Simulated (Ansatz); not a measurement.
Runs of Ansatz 0.2.0 on Te2Mo. The structure is hexagonal, space group P6_3/mmc (No. 194). The conventional cell has a = 3.518 Å, b = 3.518 Å, c = 13.974 Å, α = 90.00°, β = 90.00°, γ = 120.00°. Around Te (site symmetry 3m) lie 3 Mo at 2.72 Å. Mo (site symmetry -6m2) is surrounded by 6 Te at 2.72 Å. 

| task | level | potentials or basis | cell | cutoff (eV) | points for each segment of the path | gap on the mesh (eV) | pressure (GPa) | V0 of scaled cells (Å³/atom) | relaxed volume (Å³/atom) | B0 (GPa) |
| --- | --- | --- | --- | --- | --- | --- | --- | --- | --- | --- |
| band structure | BPBE | Ansatz PAW | as given | 420 | 14 | (b) | 2.9 | - | - | - |
| equation of state | PBE | PseudoDojo standard | as given | 1120 | - | - | - | 25.71 | - | 93 |
| relaxation of cell and atoms | LDA | Ansatz PAW | relaxed | 420 | - | 0.72 | 0.0 | - | 23.96 | - |
| relaxation of cell and atoms | PBEsol+D4 | Ansatz PAW | relaxed | 420 | - | - | 0.0 | - | 23.41 | - |
| equation of state | BLYP+D3(BJ) | Ansatz PAW | as given | 420 | - | - | - | (a) | - | 96 |

Alike in all rows: no spin polarisation; k mesh 9 × 9 × 2; smearing fermi-dirac 0.05 eV.

Estimate the missing entries.

(a) 25.23; (b) 0.78.

Caveats: the PAW data sets come from PBE, with cores solved anew for the run's functional, which leaves a small shift of forces and pressure (some runs); spin-orbit coupling is left out, which moves the levels of the heavy elements (some runs); the cell was scaled at fixed shape and fractional positions, which overstates the stiffness of a crystal with free parameters, most of all of layers and chains (some runs); the plane-wave basis is chosen anew once the cell has moved, so the energies of steps on either side of that aren't comparable (some runs); the k mesh misses the band edges, so the gap on the mesh is wider than the one along the path (some runs); this functional lacks dispersion, which binds the layers, so the pressure and a relaxed spacing across them are unreliable (some runs); odd divisions of the mesh miss points on the zone boundary, where band edges often lie, so the gap on the mesh can be too wide (some runs).

A k mesh can miss the band edges, and the runs leave out spin-orbit coupling on Mo, Te.
